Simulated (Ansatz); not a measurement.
A 2-atom cell of CsCl (Pm-3m) from a materials database, relaxed with r2SCAN in the PAW code Ansatz: it is cubic, Pm-3m (No. 221); a = 4.137 Å in the conventional setting, 35.40 Å³ an atom. Around Cs lie 8 Cl at 3.58 Å; around Cl lie 8 Cs at 3.58 Å. The primitive cell holds 2 atoms in 70.80 Å³. Non-magnetic throughout; all numbers are computed.

Computed values: PBE gives a gap of 5.23 eV and PBE0 (25 % exact exchange) 7.26 eV; one over PBE's mean ε∞ is 0.354. r2SCAN gives 5.91 eV and r2SCAN0 (25 %) 7.72 eV. Without spin-orbit coupling PBE's valence top is a threefold level at Γ and the gap is 5.226 eV; with it the level splits into four states above two, Δ₀ = 0.196 eV apart. HSE06+SOC (4×4×4) gives a least gap of 6.47 eV, direct. r2SCAN's ε∞ is 2.71. On the PBEsol cell (Ω = 67.48 Å³ for two atoms) PBEsol gives ω_TO = 92.2 cm⁻¹, Z* = ±1.341 and ε∞ = 2.973.

**What is the density?** The cell holds 1 Cs, 1 Cl: M = 1×132.905 + 1×35.450 = 168.36 u in V = 70.80 Å³. ρ = 1.66054 × M/V = 1.66054 × 168.36/70.80 = 3.949 g/cm³, for the static r2SCAN lattice.

**Taking the gap as linear in the share of unscreened exchange, estimate the gap of the hybrid whose share is 1/ε∞.** The slope is (7.26 − 5.23)/0.25 = 8.12 eV per unit share, so E_g ≈ 5.23 + 8.12 × 0.354 = 8.10 eV. The run with that share gives 8.12 eV (4×4×4 mesh), +0.02 eV from the straight line.

**Interpolate to r2SCANh, with 10 % exact exchange.** 5.91 + (7.72 − 5.91) × 0.10/0.25 = 6.63 eV; the run gives 6.64 eV (+0.01 eV against the interpolation).

**If the centre of gravity stays and the conduction band doesn't move, what gap follows with spin-orbit coupling?** The fourfold level rises by Δ₀/3 = 0.065 eV and the twofold one falls by 2Δ₀/3, so E_g ≈ 5.226 − 0.065 = 5.161 eV. The PBE+SOC run gives 5.162 eV, +0.001 eV from the estimate.

**At what wavelength does absorption set in by HSE06+SOC, excitons left aside?** λ = 1239.84 eV nm/E: 192 nm for the least gap. That lies in the ultraviolet, so by this gap the crystal is transparent to visible light.

**What refractive index and reflectivity at normal incidence follow, below the gap and above the phonons?** n = √2.71 = 1.646; R = ((n − 1)/(n + 1))² = (0.646/2.646)² = 6.0 % a face.

**Work out the longitudinal frequency.** ω_LO² − ω_TO² = 4π Z*² e²/(ε∞ μ Ω), with μ = 132.91×35.45/168.36 = 27.986 u and e² = 14.400 eV Å; √(eV/(u Å²)) is 521.47 cm⁻¹. That gives 1.58e+04 cm⁻², so ω_LO = √(92.2² + 1.58e+04) = 155.8 cm⁻¹; the program prints 155.8.

**What static dielectric constant follows from Lyddane-Sachs-Teller, and how strong is the polar coupling 1/ε∞ − 1/ε⁰?** ε⁰ = ε∞ (ω_LO/ω_TO)² = 2.973 × (155.8/92.2)² = 8.48 (the run: 8.48). 1/ε∞ − 1/ε⁰ = 0.3364 − 0.1179 = 0.2185, the factor that enters the Fröhlich constant.

Only the levels marked +SOC include spin-orbit coupling.

The meshes of the hybrids are coarse, so their gaps aren't converged to the digits shown.
